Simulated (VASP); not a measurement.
# HfB2 in VASP: further runs, part 2 of 2

VASP 6.6.1.

### 3 Single point, PBE

This run uses another cell than the first one, of 11.70 Å³/atom, 1.137 times its volume.

INCAR

```
SYSTEM = HfB2
PREC = Accurate
ENCUT = 520
EDIFF = 1E-6
ISMEAR = 0
SIGMA = 0.1
LREAL = .FALSE.
LASPH = .TRUE.
NELM = 100
ALGO = Fast
ISIF = 2
LWAVE = .FALSE.
LCHARG = .FALSE.
GGA = PE
NBANDS = 25
```

KPOINTS

```
Automatic mesh
0
G
  12 12 6
  0 0 0
```

POSCAR

```
HfB2
1.0
    2.9385478054      0.0000000000      0.0000000000
    0.0000000000      2.9385478054      0.0000000000
    0.0000000000      0.0000000000      8.1272107335
Hf B
2 4
Direct
    0.0000000000      0.0000000000      0.0000000000
    0.5000000000      0.5000000000      0.5000000000
    0.0000000000      0.5000000000      0.2499928033
    0.0000000000      0.5000000000      0.7499928033
    0.5000000000      0.0000000000      0.2500071967
    0.5000000000      0.0000000000      0.7500071967
```

Potentials or basis: VASP PAW PBE potentials, release 64 (Hf_pv, B).

Command:

```
$ cat potpaw_PBE.64/Hf_pv/POTCAR potpaw_PBE.64/B/POTCAR > POTCAR
$ mpirun -np 1 vasp_std > vasp.out
```

OUTCAR:

```text
SYSTEM = HfB2
   PREC = Accurate
   ENCUT = 520
   EDIFF = 1E-6
   ISMEAR = 0
   LREAL = .FALSE.
   LASPH = .TRUE.
   NELM = 100
   ISIF = 2
   GGA = PE

 ion  position               nearest neighbor table
   1  0.000  0.000  0.000-   3 2.51   6 2.51   3 2.51   6 2.51   5 2.51   4 2.51   5 2.51   4 2.51

   2  0.500  0.500  0.500-   4 2.51   5 2.51   5 2.51   4 2.51   3 2.51   6 2.51   3 2.51   6 2.51

   3  0.000  0.500  0.250-   5 2.08   5 2.08   5 2.08   5 2.08   1 2.51   1 2.51   2 2.51   2 2.51

   4  0.000  0.500  0.750-   6 2.08   6 2.08   6 2.08   6 2.08   2 2.51   2 2.51   1 2.51   1 2.51

   5  0.500  0.000  0.250-   3 2.08   3 2.08   3 2.08   3 2.08   2 2.51   2 2.51   1 2.51   1 2.51

   6  0.500  0.000  0.750-   4 2.08   4 2.08   4 2.08   4 2.08   1 2.51   1 2.51   2 2.51   2 2.51

  LATTYP: Found a simple tetragonal cell.
 ALAT       =     2.9385478054
 C/A-ratio  =     2.7657235042

  Lattice vectors:

 A1 = (   2.9385478054,   0.0000000000,   0.0000000000)
 A2 = (   0.0000000000,   2.9385478054,   0.0000000000)
 A3 = (   0.0000000000,   0.0000000000,   8.1272107335)

[... 188 lines left out ...]

 val. band max:        5.2992891072   @ k =   0.3333   0.2500   0.5000
 cond. band min:       5.3059541039   @ k =   0.3333   0.3333   0.5000
 fundamental gap:      0.0066649967
 Fermi energy:         5.3050963231

 k-point     1 :       0.0000    0.0000    0.0000
  band No.  band energies     occupation
      1     -24.3948      2.00000
      2     -24.3459      2.00000
      3     -23.9566      2.00000
      4     -23.9566      2.00000
      5     -23.9530      2.00000
      6     -23.9530      2.00000
[... 661 lines left out ...]
     24      11.9340      0.00000
     25      12.3577      0.00000

 [... further k-points ...]

------------------------ aborting loop because EDIFF is reached ----------------------------------------

  FORCE on cell =-STRESS in cart. coord.  units (eV):
  Direction    XX          YY          ZZ          XY          YZ          ZX
  --------------------------------------------------------------------------------------
  -------------------------------------------------------------------------------------
  Total       -0.0128041     -0.0128041      0.0210696      0.0000000      0.0000000     -0.0000000
  in kB       -0.2923158     -0.2923158      0.4810159      0.0000000      0.0000000     -0.0000000
  external PRESSURE =      -0.0345386 kB  Pullay stress =       0.0000000 kB

 VOLUME and BASIS-vectors are now :
 -----------------------------------------------------------------------------
  energy-cutoff  :      520.00
  volume of cell :       70.18
      direct lattice vectors                 reciprocal lattice vectors
     2.938547805  0.000000000  0.000000000     0.340304146  0.000000000  0.000000000
     0.000000000  2.938547805  0.000000000     0.000000000  0.340304146  0.000000000
     0.000000000  0.000000000  8.127210734     0.000000000  0.000000000  0.123043444

 POSITION                                       TOTAL-FORCE (eV/Angst)
 -----------------------------------------------------------------------------------
      0.00000      0.00000      0.00000         0.000000      0.000000      0.000000
      1.46927      1.46927      4.06361         0.000000      0.000000      0.000000
      0.00000      1.46927      2.03174         0.000000      0.000000      0.000007
      0.00000      1.46927      6.09535        -0.000000      0.000000      0.000007
      1.46927      0.00000      2.03186        -0.000000      0.000000     -0.000007
      1.46927      0.00000      6.09547         0.000000      0.000000     -0.000007
 -----------------------------------------------------------------------------------
    total drift:                                0.000000      0.000000     -0.000000

  FREE ENERGIE OF THE ION-ELECTRON SYSTEM (eV)
  ---------------------------------------------------
  free  energy   TOTEN  =       -43.6033579013 eV

  energy  without entropy=      -43.5756900486  energy(sigma->0) =      -43.58952397
```

OSZICAR:

```text
N       E                     dE             d eps       ncg     rms          rms(c)
DAV:   1     0.954357694876E+02    0.95436E+02   -0.16011E+04  5600   0.120E+03
DAV:   2    -0.416450503851E+02   -0.13708E+03   -0.12847E+03  6711   0.279E+02
DAV:   3    -0.470262859161E+02   -0.53812E+01   -0.52161E+01  7493   0.404E+01
DAV:   4    -0.470910397974E+02   -0.64754E-01   -0.64590E-01  7086   0.483E+00
DAV:   5    -0.470919889916E+02   -0.94919E-03   -0.94873E-03  7535   0.498E-01    0.711E+01
RMM:   6    -0.436128979585E+02    0.34791E+01   -0.99660E+00  6329   0.109E+01    0.507E+01
RMM:   7    -0.437050804830E+02   -0.92183E-01   -0.14417E+00  5955   0.613E+00    0.360E+00
RMM:   8    -0.436093618339E+02    0.95719E-01   -0.80383E-01  7265   0.327E+00    0.238E+00
RMM:   9    -0.436077609079E+02    0.16009E-02   -0.86007E-02  6116   0.144E+00    0.103E+00
RMM:  10    -0.436038505134E+02    0.39104E-02   -0.44181E-02  7076   0.695E-01    0.448E-01
RMM:  11    -0.436039934432E+02   -0.14293E-03   -0.64779E-03  7369   0.337E-01    0.753E-01
RMM:  12    -0.436033902637E+02    0.60318E-03   -0.24765E-03  6541   0.240E-01    0.230E-01
RMM:  13    -0.436033524149E+02    0.37849E-04   -0.35648E-04  6891   0.893E-02    0.517E-02
RMM:  14    -0.436033585282E+02   -0.61133E-05   -0.62887E-05  7705   0.307E-02    0.644E-02
RMM:  15    -0.436033606422E+02   -0.21140E-05   -0.87589E-06  6176   0.125E-02    0.115E-01
RMM:  16    -0.436033581474E+02    0.24947E-05   -0.29862E-06  5196   0.868E-03    0.475E-03
RMM:  17    -0.436033579013E+02    0.24615E-06   -0.12609E-06  4505   0.560E-03
   1 F= -.43603358E+02 E0= -.43589524E+02  d E =-.276679E-01
```

stdout:

```text
POSCAR found type information on POSCAR HfB
 POSCAR found :  2 types and       6 ions
 scaLAPACK will be used
 LDA part: xc-table for (Slater+PW92), standard interpolation
 POSCAR, INCAR and KPOINTS ok, starting setup
 FFT: planning ... GRIDC
 FFT: planning ... GRID_SOFT
 FFT: planning ... GRID
 WAVECAR not read
 entering main loop
```

Wall time 2.7 min (1 thread of Intel Xeon Platinum 8488C (Sapphire Rapids), shared host); peak memory 0.29 GiB.

Results:

```yaml
Free_energy: -43.6034 eV
Pressure: 0.0 GPa
Band_gap_on_the_k_mesh: none (metal or under the smearing width)
```

Stress tensor (GPa, compression positive):
```
-0.03  0.00  0.00
 0.00 -0.03  0.00
 0.00  0.00  0.05
```
